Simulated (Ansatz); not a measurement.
# CdTe: Wannier functions and tight-binding models, part 3 of 3

Aim: build maximally localised Wannier functions for CdTe from several sets of trial orbitals, and check spreads and centres, and how well the models interpolate the bands. The runs, in order: PBE, anion s p, 4×4×4; PBE, anion s p, 6×6×6; PBE, anion p, 4×4×4; PBE, metal d and anion p, 4×4×4; PBE, metal d, 4×4×4; r2SCAN, anion s p, 4×4×4; r2SCAN, metal d, 4×4×4; HSE06, anion s p, 4×4×4; HSE06, all s p, disentangled, 4×4×4 (level, trial orbitals, Wannier mesh).

Ansatz 0.2.0; plane waves, PAW; no spin-orbit coupling unless a run is so named. Earlier steps stand in the parts before.

## Step 9: HSE06, anion s p, 4×4×4

The COD entry's cell or inner coordinates are ideal or old and differ from later refinements, so a difference from it is no clean test against experiment.

Contents of input.yaml:

```yaml
crystal:
  lattice:
    - [0.0, 3.2799012448, 3.2799012448]
    - [3.2799012448, 0.0, 3.2799012448]
    - [3.2799012448, 3.2799012448, 0.0]
  atoms:
    - { symbol: Cd, position: [0.0, 0.0, 0.0] }
    - { symbol: Te, position: [0.25, 0.25, 0.25] }
kpoints:
  mp_grid: { grid: [4, 4, 4] }
  band_path:
    path:
      - [0.0, 0.0, 0.0]
      - [-0.5, -0.5, 0.0]
      - [-0.375, -0.375, 0.25]
      - [-0.375, 0.0, 0.375]
      - [0.0, 0.0, 0.5]
      - [-0.5, -0.25, 0.25]
    npoints: 1
hamiltonian:
  xc: hse06
scf:
  occupations: { method: fixed }
  n_extra_bands: 6
output:
  forces: false
  stress: false
  eigenvalues: true
  wannier:
    kmesh: [4, 4, 4]
    projections: [{ species: Te, l: s, shell: 5 }, { species: Te, l: p, shell: 5 }]
    minimise: true
    write_hr: true
    conv_tol: 1.0e-08
    max_iter: 3000
```

On the command line:

```bash
> ansatz run input.yaml --threads 4 --pin off --max-ram 3686MiB --backend cpu --events-out ev --progress --plain --runs-dir out
```

The program printed, shortened:

```text
Warning: RAYON_NUM_THREADS=4 ignored (pool sized by the plan → 4); use --threads N
scf.n_extra_bands = 6 over 18 filled bands (N_el = 36.0): the run solves 24 bands
[...]
Pseudopotentials: kind: paw
Pseudopotential: Cd, paw, valence charge 20, recommended cutoff 420 eV (normal), Cd.paw.azcp
Pseudopotential: Te, paw, valence charge 16, recommended cutoff 420 eV (normal), Te.paw.azcp
Functional definition: HSE06
[...]
Free energy (F): -15243.593226 eV
Frozen-core exchange: fock
[...]
E sigma→0 (E₀):  -15243.593226 eV
Fermi energy:    6.485635 eV
[...]
--- Band table (eV; the first three rows and the last of 8) ---
[... band rows left out ...]
[...]
Wannier search: line search 1 of at most 3000: gauge-dependent spread (as the search counts it) 2.4034768 Å², largest recent change 9.3e-2 Å² and fall left 2.9e-4 Å² against conv_tol 1.0e-8 Å², 0 stops escaped
```

It took 32 s on 4 threads of Arm Neoverse V2, shared host; peak memory 1 GiB.

wannier.win names the bands that the functions span: 10, 16-18 (counted from 1; 18 are filled).

The head of wannier.spreads.toml:

```toml
omega_i_ang2 = 9.452665003332157
omega_d_ang2 = 0.006157777877432531
omega_od_ang2 = 0.4806425177551096
omega_total_ang2 = 9.939465298964699
least_projectability = 0.7070362822172513
b_vectors_match_mmn = true
n_iter = 20
converged = true
rejected_fitted_steps = 1
```

The functions (centres in Å, on-site energies from the top of the filled bands):

```
n      x      y      z  spread (Å²)  on-site (eV)  nearest atoms  distance (Å)
1  1.203  2.076  2.076        2.485        -4.548            Te2          0.76
2  2.076  2.076  1.203        2.485        -4.548            Te2          0.76
3  1.203  1.203  1.203        2.485        -4.548            Te2          0.76
4  2.076  1.203  2.076        2.485        -4.548            Te2          0.76
```

## Step 10: HSE06, all s p, disentangled, 4×4×4

input.yaml, as its differences from that of step 9:

```diff
@@ -23,3 +23,3 @@
   occupations: { method: fixed }
-  n_extra_bands: 6
+  n_extra_bands: 8
 output:
@@ -30,3 +30,7 @@
     kmesh: [4, 4, 4]
-    projections: [{ species: Te, l: s, shell: 5 }, { species: Te, l: p, shell: 5 }]
+    projections:
+      - { species: Te, l: s, shell: 5 }
+      - { species: Te, l: p, shell: 5 }
+      - { species: Cd, l: s, shell: 5 }
+      - { species: Cd, l: p, shell: 5 }
     minimise: true
@@ -35 +39,2 @@
     max_iter: 3000
+    disentanglement: { window: [-19.51, 24.01], frozen_window: [-1.51, 9.51] }
```

On the command line:

```bash
> ansatz run input.yaml --threads 4 --pin off --max-ram 3686MiB --backend cpu --events-out ev --progress --plain --runs-dir out
```

The program printed, shortened:

```text
Warning: RAYON_NUM_THREADS=4 ignored (pool sized by the plan → 4); use --threads N
Cd: the file doesn't list 5p, so it is added from the neutral free atom; the dataset's partial waves leave at most 1.3e-2 of an orbital's norm unspanned inside its sphere
scf.n_extra_bands = 8 over 18 filled bands (N_el = 36.0): the run solves 26 bands
[...]
[... 2 set-up lines as earlier in the session ...]
[...]
Free energy (F): -15243.593226 eV
Frozen-core exchange: fock
[...]
E sigma→0 (E₀):  -15243.593226 eV
Fermi energy:    6.485635 eV
[...]
--- Band table (eV; the first three rows and the last of 8) ---
[... band rows left out ...]
[...]
Wannier search: line search 1 of at most 3000: gauge-dependent spread (as the search counts it) 6.0805994 Å², largest recent change 2.4e0 Å² and fall left 1.9e-2 Å² against conv_tol 1.0e-8 Å², 0 stops escaped
```

Wall time 70 s (4 threads of Arm Neoverse V2, shared host); peak memory 1 GiB.

wannier.win, as written (k points left out):

```
! ansatz wannier90 interface
! projections by site (counted from 0) and shell: 1 5S, 1 5P, 0 5S, 0 5P
! states of the run's bands (counted from 1): 1-10, 16-33
num_bands = 28
num_wann  = 8
num_iter  = 2000
conv_tol = 1e-8
conv_window = 5
dis_win_min = -19.51
dis_win_max = 24.01
dis_froz_min = -1.51
dis_froz_max = 9.51
dis_num_iter = 10000
guiding_centres = true
write_hr = true

begin unit_cell_cart
Ang
  0.0  3.2799012448  3.2799012448
  3.2799012448  0.0  3.2799012448
  3.2799012448  3.2799012448  0.0
end unit_cell_cart

begin atoms_frac
Cd  0.0  0.0  0.0
Te  0.25  0.25  0.25
end atoms_frac

mp_grid = 4 4 4
```

The windows are typed on the program's own energy scale, on which the last band filled by count tops at 6.49 eV.

The head of wannier.spreads.toml:

```toml
omega_i_ang2 = 14.266642879969098
omega_d_ang2 = 0.01618766762483002
omega_od_ang2 = 1.8820755792861528
omega_total_ang2 = 16.16490612688008
least_projectability = 0.7095529972595334
b_vectors_match_mmn = true
n_iter = 32
converged = true
rejected_fitted_steps = 0
dis_converged = true
dis_n_iter = 162
dis_n_moved = 0
dis_level_miss = 0.012508751265647947
```

The functions (centres in Å, on-site energies from the top of the filled bands):

```
n       x       y       z  spread (Å²)  on-site (eV)  nearest atoms  distance (Å)
1   1.297   1.297   1.983        1.802        -1.925            Te2          0.59
2   1.297   1.983   1.297        1.802        -1.925            Te2          0.59
3   1.983   1.983   1.983        1.802        -1.925            Te2          0.59
4   1.983   1.297   1.297        1.802        -1.925            Te2          0.59
5   0.533  -0.533   0.533        2.240         4.150            Cd1          0.92
6  -0.533  -0.533  -0.533        2.240         4.150            Cd1          0.92
7  -0.533   0.533   0.533        2.240         4.150            Cd1          0.92
8   0.533   0.533  -0.533        2.240         4.150            Cd1          0.92
```

The largest hoppings ⟨m, 0|H|n, R⟩, one of each Hermitian pair (moduli):

```
m  n      R  distance (Å)  |t| (eV)
3  4  0 0 0          0.97     2.977
1  4  0 0 0          0.97     2.977
1  3  0 0 0          0.97     2.977
2  4  0 0 0          0.97     2.977
2  3  0 0 0          0.97     2.977
1  2  0 0 0          0.97     2.977
5  6  0 0 0          1.51     1.528
5  7  0 0 0          1.51     1.528
```

## Step 11: All runs side by side

```
                                run  functions  total spread (Å²)  invariant part (Å²)  mean spread (Å²)  largest miss of a band (eV)   time
              PBE, anion s p, 4×4×4          4              9.919                9.381             2.480                         0.35  2.7 s
              PBE, anion s p, 6×6×6          4             11.132               10.669             2.783                         0.17  3.2 s
                PBE, anion p, 4×4×4          3              9.700                9.334             3.233                         0.36  2.8 s
    PBE, metal d and anion p, 4×4×4          8             12.412               11.694             1.552                         0.36  2.8 s
                PBE, metal d, 4×4×4          5              4.691                4.631             0.938                         0.01  2.7 s
           r2SCAN, anion s p, 4×4×4          4              9.805                9.267             2.451                         0.29  4.9 s
             r2SCAN, metal d, 4×4×4          5              4.747                4.681             0.949                         0.01  4.9 s
            HSE06, anion s p, 4×4×4          4              9.939                9.453             2.485                  not checked   32 s
HSE06, all s p, disentangled, 4×4×4          8             16.165               14.267             2.021                  not checked   70 s
```

## Step 12: Results

The summary covers parts 1 to 3.

| quantity | value |
| --- | --- |
| total spread, PBE, anion s p, 4×4×4 | 9.92 Å² over 4 functions |
| total spread, PBE, anion s p, 6×6×6 | 11.13 Å² over 4 functions |
| total spread, PBE, anion p, 4×4×4 | 9.70 Å² over 3 functions |
| total spread, PBE, metal d and anion p, 4×4×4 | 12.41 Å² over 8 functions |
| total spread, PBE, metal d, 4×4×4 | 4.69 Å² over 5 functions |
| total spread, r2SCAN, anion s p, 4×4×4 | 9.80 Å² over 4 functions |
| total spread, r2SCAN, metal d, 4×4×4 | 4.75 Å² over 5 functions |
| total spread, HSE06, anion s p, 4×4×4 | 9.94 Å² over 4 functions |
| total spread, HSE06, all s p, disentangled, 4×4×4 | 16.16 Å² over 8 functions |
| centres of the first set | 0.79 Å from the nearest atom |

With PBE, anion s p, 4×4×4 the 4 functions move off the atoms, with a mean spread of 2.48 Å²; 95 % of the total is gauge invariant. The total spread goes from 9.92 Å² on 4×4×4 to 11.13 Å² on 6×6×6: finite differences in k understate it on coarse meshes, while the largest miss of a band goes from 0.35 to 0.17 eV. On one set and mesh the functional gives 9.92 (PBE), 9.80 (r2SCAN), 9.94 (HSE06) Å².
